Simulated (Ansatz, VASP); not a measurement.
## Two plane-wave programs on NaI

The input INCAR:

```
SYSTEM = NaI
PREC = Accurate ; ENCUT = 520
EDIFF = 1E-7 ; ISMEAR = -1
SIGMA = 0.05 ; LREAL = .FALSE.
LASPH = .TRUE. ; NELM = 100
ALGO = Normal ; ISIF = 2
LWAVE = .FALSE. ; LCHARG = .FALSE.
GGA = PS ; NBANDS = 14
```

File KPOINTS:

```
Automatic mesh
0
G
  7 7 7
  0 0 0
```

POSCAR

```
NaI
1.0
    0.0000000000      3.2578337372      3.2578337372
    3.2578337372      0.0000000000      3.2578337372
    3.2578337372      3.2578337372      0.0000000000
I Na
1 1
Direct
    0.5000000000      0.5000000000      0.5000000000
    0.0000000000      0.0000000000      0.0000000000
```

input.yaml

```yaml
crystal:
  lattice:
    - [0.0, 3.2578337372, 3.2578337372]
    - [3.2578337372, 0.0, 3.2578337372]
    - [3.2578337372, 3.2578337372, 0.0]
  atoms:
    - { symbol: I, position: [0.5, 0.5, 0.5] }
    - { symbol: Na, position: [0.0, 0.0, 0.0] }
hamiltonian:
  xc: pbesol
  pseudopotentials: { kind: paw }
kpoints:
  mp_grid: { grid: [7, 7, 7] }
scf:
  occupations: { method: fermi_dirac, width: 0.05 }
output:
  forces: true
  stress: true
  eigenvalues: true
  write_density: true
  write_potential: true
  elf: true
  volumetric_format: npy
```

Change from the starting cell: volume scaled by 1.02.

Alike in both runs: task single point; functional PBEsol; k mesh 7 × 7 × 7; occupations fermi-dirac, width 0.05 eV; no spin polarisation.

|  | VASP | Ansatz |
| --- | --- | --- |
| version | VASP 6.6.1 | Ansatz 0.2.0 |
| potentials or method | VASP PAW PBE potentials, release 64 (I, Na_pv) | Ansatz PAW |
| plane-wave cutoff (eV) | 520 | 420 |
| valence electrons in the cell | 14 | 26 |

```tsv
	VASP	Ansatz	Ansatz less VASP
gap on the k mesh at the Fermi level (eV)	3.46	3.46	+0.004
least direct gap on the mesh (eV)	3.46	3.46	+0.004
pressure (GPa)	-0.8	-0.8	-0.03
```

The two sets of potentials don't hold the same shells in valence.

Caveats: spin-orbit coupling is left out, which moves the levels of the heavy elements; the PAW data sets were made with another functional, which shifts forces and pressure a little (VASP); odd divisions of the mesh miss points on the zone boundary, where band edges often lie, so the gap on the mesh can be too wide (Ansatz); the PAW data sets come from PBE, with cores solved anew for the run's functional, which leaves a small shift of forces and pressure (Ansatz).
